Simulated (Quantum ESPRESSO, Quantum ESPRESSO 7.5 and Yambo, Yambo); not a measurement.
# Quasiparticle gap of InP (F-43m) in Yambo

Aim: the G0W0 gap of InP (F-43m) on PBE, step by step.

Program: Quantum ESPRESSO 7.5 and Yambo 5.3.0. Level of theory: PBE and many-body steps on it, plane waves. Results are calculated unless marked as measured.

**1. The structure**

The structure is cubic, space group F-43m (No. 216). Conventional cell: a = 5.869 Å, b = 5.869 Å, c = 5.869 Å, α = 90.00°, β = 90.00°, γ = 90.00°. In has 4 P at 2.54 Å nearest. Nearest to P lie 4 In at 2.54 Å. Farther neighbours are not listed.

The cell and positions come from the Crystallography Open Database and are kept as given unless a step says otherwise.

**2. Ground state**

This step: Quantum ESPRESSO 7.5; DFT, PBE, plane waves, norm-conserving pseudopotentials.

The ground-state density comes first.

pw.in reads:

```
&control
  calculation = 'scf'
  prefix = 'x'
  outdir = 'o'
  pseudo_dir = 'pseudo'
/
&system
  ibrav = 0
  nat = 2
  ntyp = 2
  ecutwfc = 80.0
  nbnd = 18
  force_symmorphic = .true.
/
&electrons
  conv_thr = 1e-10
  electron_maxstep = 80
  mixing_beta = 0.5
/
ATOMIC_SPECIES
  In 114.82 In.upf
  P 30.974 P.upf
CELL_PARAMETERS angstrom
  -0.0000000000 2.9343500000 2.9343500000
  2.9343500000 -0.0000000000 2.9343500000
  2.9343500000 2.9343500000 -0.0000000000
ATOMIC_POSITIONS crystal
  In 0.0000000000 0.0000000000 0.0000000000
  P 0.2500000000 0.2500000000 0.2500000000
K_POINTS automatic
  6 6 6 0 0 0
```

The run is started by

```
$ OMP_NUM_THREADS=1 mpirun -n 8 pw.x -nk 8 -in pw.in > pw.out
```

Output:

```text
Program PWSCF v.7.5 starts

     This program is part of the open-source Quantum ESPRESSO suite
     for quantum simulation of materials; please cite
         "P. Giannozzi et al., J. Phys.:Condens. Matter 21 395502 (2009);
         "P. Giannozzi et al., J. Phys.:Condens. Matter 29 465901 (2017);
         "P. Giannozzi et al., J. Chem. Phys. 152 154105 (2020);
     in publications or presentations arising from this work. More details at
     Message from routine setup:
     using ibrav=0 with symmetry is DISCOURAGED, use correct ibrav instead

     G-vector sticks info

     bravais-lattice index     =            0
     lattice parameter (alat)  =       7.8420  a.u.
     unit-cell volume          =     341.0062 (a.u.)^3
     number of atoms/cell      =            2
     number of atomic types    =            2
     number of electrons       =        26.00
     number of Kohn-Sham states=           18
     kinetic-energy cutoff     =      80.0000  Ry
     charge density cutoff     =     320.0000  Ry
     scf convergence threshold =      1.0E-10
     mixing beta               =       0.5000
     number of iterations used =            8  plain     mixing
     Exchange-correlation= PBE
                           (   1   4   3   4   0   0   0)

     celldm(1)=   7.841981  celldm(2)=   0.000000  celldm(3)=   0.000000
     celldm(4)=   0.000000  celldm(5)=   0.000000  celldm(6)=   0.000000

     crystal axes: (cart. coord. in units of alat)
               a(1) = (  -0.000000   0.707107   0.707107 )
               a(2) = (   0.707107  -0.000000   0.707107 )
               a(3) = (   0.707107   0.707107  -0.000000 )

     reciprocal axes: (cart. coord. in units 2 pi/alat)
               b(1) = ( -0.707107  0.707107  0.707107 )
               b(2) = (  0.707107 -0.707107  0.707107 )
               b(3) = (  0.707107  0.707107 -0.707107 )
     Pseudo is Norm-conserving + core correction, Zval = 21.0
     Generated using ONCVPSP code by D. R. Hamann
     Using radial grid of 1964 points,  6 beta functions with:
     Pseudo is Norm-conserving + core correction, Zval =  5.0
     Generated using ONCVPSP code by D. R. Hamann
     Using radial grid of 1298 points,  6 beta functions with:
     In               21.00   114.82000     In( 1.00)
     P                 5.00    30.97400     P ( 1.00)

     24 Sym. Ops. (no inversion) found

   Cartesian axes

     site n.     atom                  positions (alat units)
         1        In     tau(   1) = (   0.0000000   0.0000000   0.0000000  )
         2        P      tau(   2) = (   0.3535534   0.3535534   0.3535534  )

     number of k points=    16
                       cart. coord. in units 2pi/alat
        k(    1) = (   0.0000000   0.0000000   0.0000000), wk =   0.0092593
        k(    2) = (   0.1178511   0.1178511  -0.1178511), wk =   0.0740741
        k(    3) = (   0.2357023   0.2357023  -0.2357023), wk =   0.0740741
        k(    4) = (  -0.3535534  -0.3535534   0.3535534), wk =   0.0370370
        k(    5) = (   0.2357023   0.0000000  -0.0000000), wk =   0.0555556
        k(    6) = (   0.3535534   0.1178511  -0.1178511), wk =   0.2222222
        k(    7) = (  -0.2357023  -0.4714045   0.4714045), wk =   0.2222222
        k(    8) = (  -0.1178511  -0.3535534   0.3535534), wk =   0.2222222
        k(    9) = (   0.0000000  -0.2357023   0.2357023), wk =   0.1111111
        k(   10) = (   0.4714045   0.0000000  -0.0000000), wk =   0.0555556
     [... 4 further rows ...]
        k(   15) = (  -0.1178511  -0.3535534   0.5892557), wk =   0.2222222
        k(   16) = (  -0.7071068   0.2357023   0.0000000), wk =   0.1111111

     Dense  grid:    33079 G-vectors     FFT dimensions: (  45,  45,  45)

     Initial potential from superposition of free atoms

     starting charge      25.9960, renormalised to      26.0000
     Starting wfcs are   17 randomized atomic wfcs +    1 random wfcs

     per-process dynamical memory:    28.3 Mb

     Self-consistent Calculation

     iteration #  1     ecut=    80.00 Ry     beta= 0.50

     Threshold (ethr) on eigenvalues was too large:
     Diagonalizing with lowered threshold

     total energy              =    -412.74745952 Ry
     estimated scf accuracy    <       0.10739624 Ry

     iteration #  2     ecut=    80.00 Ry     beta= 0.50

     total energy              =    -412.77076563 Ry
     estimated scf accuracy    <       0.00822180 Ry

     iteration #  3     ecut=    80.00 Ry     beta= 0.50

     total energy              =    -412.77160414 Ry
     estimated scf accuracy    <       0.00140627 Ry

     iteration #  4     ecut=    80.00 Ry     beta= 0.50

     total energy              =    -412.77165299 Ry
     estimated scf accuracy    <       0.00002983 Ry

     iteration #  5     ecut=    80.00 Ry     beta= 0.50

     total energy              =    -412.77166083 Ry
     estimated scf accuracy    <       0.00000138 Ry

     iteration #  6     ecut=    80.00 Ry     beta= 0.50

     total energy              =    -412.77166130 Ry
     estimated scf accuracy    <       0.00000022 Ry

     iteration #  7     ecut=    80.00 Ry     beta= 0.50

     total energy              =    -412.77166136 Ry
     estimated scf accuracy    <          2.9E-09 Ry

     iteration #  8     ecut=    80.00 Ry     beta= 0.50

     total energy              =    -412.77166136 Ry
     estimated scf accuracy    <          5.7E-10 Ry

     iteration #  9     ecut=    80.00 Ry     beta= 0.50

     End of self-consistent calculation

          k = 0.0000 0.0000 0.0000 (  4111 PWs)   bands (ev):

  -106.7657 -65.2427 -65.2427 -65.2427  -5.9357  -5.9357  -5.9357  -5.7871
    -5.7871  -3.2311   8.2604   8.2604   8.2604   8.9469  12.3492  12.3492
    12.3492  16.8336

          k = 0.1179 0.1179-0.1179 (  4101 PWs)   bands (ev):

  -106.7657 -65.2427 -65.2427 -65.2427  -5.9669  -5.9235  -5.9235  -5.7866
    -5.7866  -2.9201   6.0785   7.9582   7.9582  10.0471  12.7529  12.7862
    12.7862  16.8614

          k = 0.2357 0.2357-0.2357 (  4128 PWs)   bands (ev):

  -106.7657 -65.2429 -65.2427 -65.2427  -6.0249  -5.9041  -5.9041  -5.7802
    -5.7802  -2.1181   3.7083   7.4893   7.4893   9.9042  13.1243  13.1243
    14.5294  17.1650

          k =-0.3536-0.3536 0.3536 (  4140 PWs)   bands (ev):

     [... further k-points ...]

     highest occupied, lowest unoccupied level (ev):     8.2604    8.9469

!    total energy              =    -412.77166136 Ry
     estimated scf accuracy    <          5.1E-12 Ry

     The total energy is the sum of the following terms:
     one-electron contribution =    -293.80604113 Ry
     hartree contribution      =     149.15520094 Ry
     xc contribution           =     -60.28463617 Ry
     ewald contribution        =    -207.83618500 Ry

     convergence has been achieved in   9 iterations

     XML data file, charge density, pseudopotentials, collected wavefunctions

=------------------------------------------------------------------------------=
   JOB DONE.
=------------------------------------------------------------------------------=
```

Elapsed: 2.8 s, on 8 MPI ranks of Intel Xeon 6975P-C (Granite Rapids), shared host; peak memory 0.59 GiB.

This step gave:

| Quantity | Value |
| --- | --- |
| total energy | -5616.0446 eV |
| gap | 0.6864 eV |
| k of the valence top | 0, 0, 0 |
| k of the conduction bottom | 0, 0, 0 |
| least direct gap | 0.6864 eV |

The gap is direct, at Γ.

**3. Bands along the symmetry lines**

Levels along a band path, at the cheap level, show where the edges lie and whether the meshes to come will hold them.

pw.in reads:

```
&control
  calculation = 'bands'
  prefix = 'x'
  outdir = 'o'
  pseudo_dir = 'pseudo'
/
&system
  ibrav = 0
  nat = 2
  ntyp = 2
  ecutwfc = 80.0
  nbnd = 19
  force_symmorphic = .true.
/
&electrons
  conv_thr = 1e-9
  electron_maxstep = 80
  diago_full_acc = .true.
  diago_thr_init = 5e-6
/
ATOMIC_SPECIES
  In 114.82 In.upf
  P 30.974 P.upf
CELL_PARAMETERS angstrom
  -0.0000000000 2.9343500000 2.9343500000
  2.9343500000 -0.0000000000 2.9343500000
  2.9343500000 2.9343500000 -0.0000000000
ATOMIC_POSITIONS crystal
  In 0.0000000000 0.0000000000 0.0000000000
  P 0.2500000000 0.2500000000 0.2500000000
K_POINTS crystal
  50
  0.00000000 0.00000000 0.00000000 1
  -0.06250000 -0.06250000 0.00000000 1
  -0.12500000 -0.12500000 0.00000000 1
  -0.18750000 -0.18750000 0.00000000 1
  -0.25000000 -0.25000000 0.00000000 1
  -0.31250000 -0.31250000 0.00000000 1
  -0.37500000 -0.37500000 0.00000000 1
  -0.43750000 -0.43750000 0.00000000 1
  -0.50000000 -0.50000000 0.00000000 1
  -0.48437500 -0.48437500 0.03125000 1
  -0.46875000 -0.46875000 0.06250000 1
  -0.45312500 -0.45312500 0.09375000 1
  -0.43750000 -0.43750000 0.12500000 1
  -0.42187500 -0.42187500 0.15625000 1
  -0.40625000 -0.40625000 0.18750000 1
  -0.39062500 -0.39062500 0.21875000 1
  -0.37500000 -0.37500000 0.25000000 1
  -0.37500000 0.00000000 0.37500000 1
  -0.32812500 0.00000000 0.32812500 1
  -0.28125000 0.00000000 0.28125000 1
  -0.23437500 0.00000000 0.23437500 1
  -0.18750000 0.00000000 0.18750000 1
  -0.14062500 0.00000000 0.14062500 1
  -0.09375000 0.00000000 0.09375000 1
  -0.04687500 0.00000000 0.04687500 1
  0.00000000 0.00000000 0.00000000 1
  0.00000000 0.00000000 0.06250000 1
  0.00000000 0.00000000 0.12500000 1
  0.00000000 0.00000000 0.18750000 1
  0.00000000 0.00000000 0.25000000 1
  0.00000000 0.00000000 0.31250000 1
  0.00000000 0.00000000 0.37500000 1
  0.00000000 0.00000000 0.43750000 1
  -0.00000000 -0.00000000 0.50000000 1
  -0.06250000 -0.03125000 0.46875000 1
  -0.12500000 -0.06250000 0.43750000 1
  -0.18750000 -0.09375000 0.40625000 1
  -0.25000000 -0.12500000 0.37500000 1
  -0.31250000 -0.15625000 0.34375000 1
  -0.37500000 -0.18750000 0.31250000 1
  -0.43750000 -0.21875000 0.28125000 1
  -0.50000000 -0.25000000 0.25000000 1
  -0.50000000 -0.28125000 0.21875000 1
  -0.50000000 -0.31250000 0.18750000 1
  -0.50000000 -0.34375000 0.15625000 1
  -0.50000000 -0.37500000 0.12500000 1
  -0.50000000 -0.40625000 0.09375000 1
  -0.50000000 -0.43750000 0.06250000 1
  -0.50000000 -0.46875000 0.03125000 1
  -0.50000000 -0.50000000 0.00000000 1
```

Output:

```text
[banner, memory and clock lines left out]
Program PWSCF v.7.5 starts

     Atomic positions and unit cell read from directory:
     o/x.save/

     Message from routine setup:
     using ibrav=0 with symmetry is DISCOURAGED, use correct ibrav instead

     G-vector sticks info

     bravais-lattice index     =            0
     lattice parameter (alat)  =       7.8420  a.u.
     unit-cell volume          =     341.0062 (a.u.)^3
     number of atoms/cell      =            2
     number of atomic types    =            2
     number of electrons       =        26.00
     number of Kohn-Sham states=           19
     kinetic-energy cutoff     =      80.0000  Ry
     charge density cutoff     =     320.0000  Ry
     Exchange-correlation= PBE
                           (   1   4   3   4   0   0   0)

     celldm(1)=   7.841981  celldm(2)=   0.000000  celldm(3)=   0.000000
     celldm(4)=   0.000000  celldm(5)=   0.000000  celldm(6)=   0.000000

     crystal axes: (cart. coord. in units of alat)
               a(1) = (  -0.000000   0.707107   0.707107 )
               a(2) = (   0.707107  -0.000000   0.707107 )
               a(3) = (   0.707107   0.707107  -0.000000 )

     reciprocal axes: (cart. coord. in units 2 pi/alat)
               b(1) = ( -0.707107  0.707107  0.707107 )
               b(2) = (  0.707107 -0.707107  0.707107 )
               b(3) = (  0.707107  0.707107 -0.707107 )
     Pseudo is Norm-conserving + core correction, Zval = 21.0
     Generated using ONCVPSP code by D. R. Hamann
     Using radial grid of 1964 points,  6 beta functions with:
     Pseudo is Norm-conserving + core correction, Zval =  5.0
     Generated using ONCVPSP code by D. R. Hamann
     Using radial grid of 1298 points,  6 beta functions with:
     In               21.00   114.82000     In( 1.00)
     P                 5.00    30.97400     P ( 1.00)

     24 Sym. Ops. (no inversion) found

   Cartesian axes

     site n.     atom                  positions (alat units)
         1        In     tau(   1) = (   0.0000000   0.0000000   0.0000000  )
         2        P      tau(   2) = (   0.3535534   0.3535534   0.3535534  )

     number of k points=    50
                       cart. coord. in units 2pi/alat
        k(    1) = (   0.0000000   0.0000000   0.0000000), wk =   0.0400000
        k(    2) = (   0.0000000   0.0000000  -0.0883883), wk =   0.0400000
        k(    3) = (   0.0000000   0.0000000  -0.1767767), wk =   0.0400000
[...]
[... 38 further rows ...]
        k(   49) = (   0.0441942  -0.0000000  -0.7071068), wk =   0.0400000
        k(   50) = (   0.0000000   0.0000000  -0.7071068), wk =   0.0400000

     Dense  grid:    33079 G-vectors     FFT dimensions: (  45,  45,  45)

     The potential is recalculated from file :
     o/x.save/charge-density

     Starting wfcs are   17 randomized atomic wfcs +    2 random wfcs

     Band Structure Calculation

     End of band structure calculation

          k = 0.0000 0.0000 0.0000 (  4111 PWs)   bands (ev):

  -106.7657 -65.2427 -65.2427 -65.2427  -5.9358  -5.9358  -5.9358  -5.7871
    -5.7871  -3.2311   8.2604   8.2604   8.2604   8.9469  12.3492  12.3492
    12.3492  16.8337  17.6674

          k = 0.0000 0.0000-0.0884 (  4127 PWs)   bands (ev):

  -106.7657 -65.2427 -65.2427 -65.2427  -5.9444  -5.9320  -5.9320  -5.7886
[...]
12.5505  17.0290  17.1894

          k = 0.0000 0.0000-0.1768 (  4112 PWs)   bands (ev):

[...]
13.0776  16.0599  17.8131

          k = 0.0000 0.0000-0.2652 (  4096 PWs)   bands (ev):

[...]
k =-0.0000-0.0000-0.4419 (  4100 PWs)   bands (ev):

[...]
k =-0.0000-0.0000-0.6187 (  4116 PWs)   bands (ev):

[...]
k = 0.5303-0.0000-0.5303 (  4149 PWs)   bands (ev):

[...]
k = 0.3977-0.0000-0.3977 (  4121 PWs)   bands (ev):

[...]
k = 0.2652-0.0000-0.2652 (  4111 PWs)   bands (ev):

[...]
k = 0.0000 0.0000 0.0000 (  4111 PWs)   bands (ev):

[...]
k = 0.1326 0.0000-0.7071 (  4138 PWs)   bands (ev):

[...]
k = 0.0884-0.0000-0.7071 (  4132 PWs)   bands (ev):

[...]
k = 0.0442-0.0000-0.7071 (  4126 PWs)   bands (ev):

[...]
17.6184  17.9297  19.1098

          k = 0.0000 0.0000-0.7071 (  4136 PWs)   bands (ev):

  -106.7657 -65.2429 -65.2428 -65.2428  -6.1176  -5.8374  -5.8328  -5.8328
    -5.7526  -0.8726   2.5257   5.9541   5.9541  10.0272  10.5269  17.4628
    17.8196  17.8196  19.0365

     XML data file, pseudopotentials, collected wavefunctions
```

Elapsed: 2.5 s, on 8 MPI ranks; peak memory 0.52 GiB.

This step gave:

| Item | Value |
| --- | --- |
| gap | 0.6864 eV |
| k of the valence top | 0, 0, 0 |
| k of the conduction bottom | 0, 0, 0 |
| least direct gap | 0.6864 eV |

The gap is 0.686 eV, as in the run before at this level.

Electronic bands along the path, in eV, zero at the top of the highest filled band:

```csv
point,band 10,band 11,band 12,band 13,band 14,band 15,band 16,band 17
Γ,-11.49,0.00,0.00,0.00,0.69,4.09,4.09,4.09
halfway,-10.60,-3.33,-1.40,-1.40,2.49,3.12,6.37,6.37
X,-9.13,-5.73,-2.31,-2.31,1.77,2.27,9.20,9.56
halfway,-9.12,-5.70,-2.73,-2.21,2.04,2.87,8.38,8.70
U,-9.14,-5.59,-3.29,-1.93,2.36,4.38,7.50,7.53
jump to K,-9.14,-5.59,-3.29,-1.93,2.36,4.38,7.50,7.53
halfway,-10.51,-3.79,-2.00,-0.57,2.82,4.69,4.99,5.21
Γ,-11.49,0.00,0.00,0.00,0.69,4.09,4.09,4.09
halfway,-10.82,-3.44,-0.55,-0.55,1.78,4.79,4.79,5.32
L,-9.78,-5.71,-0.96,-0.96,1.49,4.80,4.80,7.11
halfway,-9.47,-5.53,-2.68,-1.62,3.16,4.19,5.87,7.21
W,-9.06,-5.58,-2.94,-2.89,4.29,4.37,5.56,6.21
halfway,-9.09,-5.66,-2.64,-2.63,2.69,3.10,7.65,7.73
X,-9.13,-5.73,-2.31,-2.31,1.77,2.27,9.20,9.56
```

The electronic bands as a text plot (rows in eV, shown from -8.0 to 6.7 only):

```
    6.4 |     ++            ++                 +         ++++
    5.8 |    +              ++               ++      +++++++
    5.2 |                  ++++++++++       ++++  +++
    4.5 | +++             +     ++++++   ++++   ++++++  +++
    3.9 |++              +         ++++++             ++++ ++
    3.3 |  ++ ++        +                             ++    ++
    2.7 |    ++++++    +   ++++++++                  +       +++
    2.1 |  ++   +++++++++++        ++      +        +         +++
    1.5 | +          +               +   ++ ++++++++
    0.9 |+                            +++
    0.3 |*                           ***
   -0.4 | ***                   ******  *****
   -1.0 |    *              ****     *       ********
   -1.6 |  ** ****         *     ****    **         ***
   -2.2 |    *    *********     *                    * **      **
   -2.8 |              **     ** **        *          ** ******
   -3.4 |     **         *****              *           **
   -4.0 |       **              *            **
   -4.6 |         *           **
   -5.2 |          **      ***                 **     ***
   -5.9 |            ******                      *****   ********
   -6.5 |
   -7.1 |
   -7.7 |
         Γ           X  U|K            Γ         L        W     X
```

(Continued in part 2 of 2.)

[Paths, hosts, dates, memory and timing lines, banners, echoed tables and standing remarks are left out of the program output.]

[Logs are printed without paths, hosts, clocks, repeated set-up lines and the standing remarks that a program may print on its own settings, such as how far it seeks lower states.]

[Runs of the session that timed out or met a known fault of the program may be left out.]

[Hosts, paths, dates, database ids (printed as entryN), source tags and the programs' standing remarks are cut or masked in the printed files.]
